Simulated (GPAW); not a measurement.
Crystal: HfB2.

```
Hf B
1.0
     3.14000    0.00000    0.00000
    -1.57000    2.71932    0.00000
     0.00000    0.00000    3.48000
Hf B
1 2
Cartesian
  0.0000 0.0000 0.0000
  1.5700 0.9064 1.7400
  0.0000 1.8129 1.7400
```

```yaml
Program: GPAW 26.7.0
Task: relaxation of cell and atoms
Functional: PBEsol
Dispersion: D4
Potentials_or_basis: PAW data sets generated in the run's folder for this functional
Cutoff: 800 eV
Basis: pw
k_mesh: 7 × 7 × 6
Occupations: fermi-dirac, width 0.05 eV
Spin: no spin polarisation
```

At the start: pressure -6.7 GPa; volume 9.90 Å³/atom.

Problem. Where does the relaxation end?

Solution. Over 6 steps the energy falls by 5.7 meV/atom and the volume is 9.65 Å³/atom (-2.6 %); space group P6/mmm (No. 191, to 0.05 Å).

Step by step:
| step | energy change (eV) | largest force (eV/Å) | pressure (GPa) | volume (Å³) |
| --- | --- | --- | --- | --- |
| 1 | 0.0000 | 0.0000 | -6.72 | 29.71 |
| 2 | -0.0066 | 0.0000 | -5.27 | 29.54 |
| 3 | -0.0165 | 0.0000 | 0.29 | 28.91 |
| 4 | -0.0166 | 0.0000 | 0.15 | 28.93 |
| 5 | -0.0171 | 0.0000 | -0.18 | 28.95 |
| 6 | -0.0171 | 0.0000 | -0.07 | 28.94 |

Final structure:
```yaml
crystal:
  lattice:
    - [3.12102, 0.00000, 0.00000]
    - [-1.56051, 2.70288, 0.00000]
    - [0.00000, 0.00000, 3.43056]
  atoms:
    - { symbol: Hf, position: [0.00000, 0.00000, 0.00000] }
    - { symbol: B, position: [0.66667, 0.33333, 0.50000] }
    - { symbol: B, position: [0.33333, 0.66667, 0.50000] }
```

Caveat: later steps reuse the first step's grids; pairwise dispersion overbinds metals, which lowers pressure and volume.
